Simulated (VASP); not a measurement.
# S: single point with PBE

S:

```
S
1.0
     0.00000    6.56747   12.44895
     5.38412    0.00000   12.44895
     5.38412    6.56747    0.00000
S
32
Direct
  0.88467 0.77026 0.76799
  0.57708 0.76799 0.77026
  0.76799 0.57708 0.88467
  0.77026 0.88467 0.57708
  0.36533 0.47974 0.48201
  0.67292 0.48201 0.47974
  0.48201 0.67292 0.36533
  0.47974 0.36533 0.67292
  0.82143 0.93735 0.88842
  0.35279 0.88842 0.93735
  0.88842 0.35279 0.82143
  0.93735 0.82143 0.35279
  0.42857 0.31265 0.36158
  0.89721 0.36158 0.31265
  0.36158 0.89721 0.42857
  0.31265 0.42857 0.89721
  0.01402 0.88816 0.79189
  0.30593 0.79189 0.88816
  0.79189 0.30593 0.01402
  0.88816 0.01402 0.30593
  0.23598 0.36184 0.45811
  0.94407 0.45811 0.36184
  0.45811 0.94407 0.23598
  0.36184 0.23598 0.94407
  0.94974 0.05733 0.61566
  0.37727 0.61566 0.05733
  0.61566 0.37727 0.94974
  0.05733 0.94974 0.37727
  0.30026 0.19267 0.63434
  0.87273 0.63434 0.19267
  0.63434 0.87273 0.30026
  0.19267 0.30026 0.87273
```

- Program: VASP 6.6.1
- Task: single point
- Functional: PBE
- Potentials or basis: VASP PAW PBE potentials, release 64 (S)
- Cutoff: 520 eV
- k mesh: 2 × 2 × 2
- Occupations: gaussian, width 0.1 eV
- Spin: no spin polarisation
- Dipole correction: no
- Further INCAR settings: LREAL = Auto; ALGO = Fast; EDIFF = 1e-06; NBANDS = 118

```yaml
Pressure: 1.5 GPa
Largest_force: 0.203 eV/Å
Band_gap_on_the_k_mesh: 2.28 eV, indirect (least direct gap 2.38 eV)
```

Forces in eV/Å, atoms in the order of the input:
```
S   -0.089  0.122 -0.130
S   -0.089 -0.122  0.130
S    0.089  0.122  0.130
S    0.089 -0.122 -0.130
S    0.089 -0.122  0.130
S    0.089  0.122 -0.130
S   -0.089 -0.122 -0.130
S   -0.089  0.122  0.130
S    0.188  0.007 -0.059
S    0.188 -0.007  0.059
S   -0.188  0.007  0.059
S   -0.188 -0.007 -0.059
S   -0.188 -0.007  0.059
S   -0.188  0.007 -0.059
S    0.188 -0.007 -0.059
S    0.188  0.007  0.059
S   -0.038  0.180  0.059
S   -0.038 -0.180 -0.059
S    0.038  0.180 -0.059
S    0.038 -0.180  0.059
S    0.038 -0.180 -0.059
S    0.038  0.180  0.059
S   -0.038 -0.180  0.059
S   -0.038  0.180 -0.059
S    0.146 -0.056  0.129
S    0.146  0.056 -0.129
S   -0.146 -0.056 -0.129
S   -0.146  0.056  0.129
S   -0.146  0.056 -0.129
S   -0.146 -0.056  0.129
S    0.146  0.056  0.129
S    0.146 -0.056 -0.129
```

Stress tensor (GPa, compression positive):
```
1.39 0.00 0.00
0.00 1.46 0.00
0.00 0.00 1.70
```

Levels at points of the mesh, in eV from the valence-band top:
| k point | band 92 | band 93 | band 94 | band 95 | band 96 | band 97 | band 98 | band 99 | band 100 | band 101 |
| --- | --- | --- | --- | --- | --- | --- | --- | --- | --- | --- |
| (0.00, 0.00, 0.00) | -0.73 | -0.70 | -0.68 | -0.25 | 0.00 | 2.38 | 2.45 | 2.52 | 2.59 | 2.71 |
| (0.50, 0.00, 0.00) | -0.67 | -0.60 | -0.52 | -0.48 | -0.18 | 2.45 | 2.51 | 2.54 | 2.55 | 2.68 |
| (0.50, 0.50, 0.00) | -0.77 | -0.74 | -0.74 | -0.11 | -0.11 | 2.43 | 2.43 | 2.59 | 2.60 | 2.75 |
| (0.50, 0.00, 0.50) | -0.66 | -0.60 | -0.60 | -0.30 | -0.30 | 2.37 | 2.37 | 2.56 | 2.56 | 2.74 |
| (0.00, 0.50, 0.50) | -0.61 | -0.59 | -0.59 | -0.34 | -0.34 | 2.28 | 2.28 | 2.42 | 2.42 | 2.64 |

Run time: 24 min on 1 thread of Intel(R) Xeon(R) 6975P-C (Granite Rapids), on a shared host, peak memory 1.5 GiB.

A k mesh can miss the band edges. Expect the measured gap to be larger: semilocal functionals such as PBE lack the derivative discontinuity.
